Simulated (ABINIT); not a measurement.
The system is TiTe2.

```
Te Ti
1.0
     3.77700    0.00000    0.00000
    -1.88850    3.27098    0.00000
     0.00000    0.00000    6.49800
Te Ti
2 1
Cartesian
  0.0000 2.1807 4.7903
  1.8885 1.0903 1.7077
  0.0000 0.0000 0.0000
```

- Program: ABINIT 10.8.3 (patched build)
- Task: single point
- Functional: PBE
- Potentials or basis: JTH PAW PBE v2.0
- Cutoff: 408 eV
- k mesh: 8 × 8 × 4
- Occupations: fermi-dirac, width 0.05 eV
- Spin: no spin polarisation

On this cell: pressure 1.1 GPa; largest force 0.032 eV/Å; band gap on the k mesh none (metal or under the smearing width).

The same run follows on a disturbed copy (atoms moved at random, drawn with an rms of 0.05 Å):

```xyz
3
Lattice="3.7770 0.0000 0.0000 -1.8885 3.2710 0.0000 0.0000 0.0000 6.4980" Properties=species:S:1:pos:R:3 pbc="T T T"
Te    0.0320    2.1613    4.8209
Te    1.8824    1.1056    1.7366
Ti   -0.0044   -0.0006    0.0156
```

Q: What changes?

A: The energy (extrapolated to zero smearing) moves by +1.7 meV/atom; pressure 1.1 GPa; largest force 0.202 eV/Å; band gap on the k mesh none (metal or under the smearing width).

Forces on the atoms (eV/Å):
```
Te  -0.130  0.083 -0.130
Te   0.044 -0.074 -0.037
Ti   0.087 -0.009  0.167
```

Stress tensor (GPa, compression positive):
```
 0.81  0.18  0.51
 0.18  1.13 -0.46
 0.51 -0.46  1.49
```

Caveats: this functional lacks dispersion, which binds the layers, so the pressure and a relaxed spacing across them are unreliable (some runs).
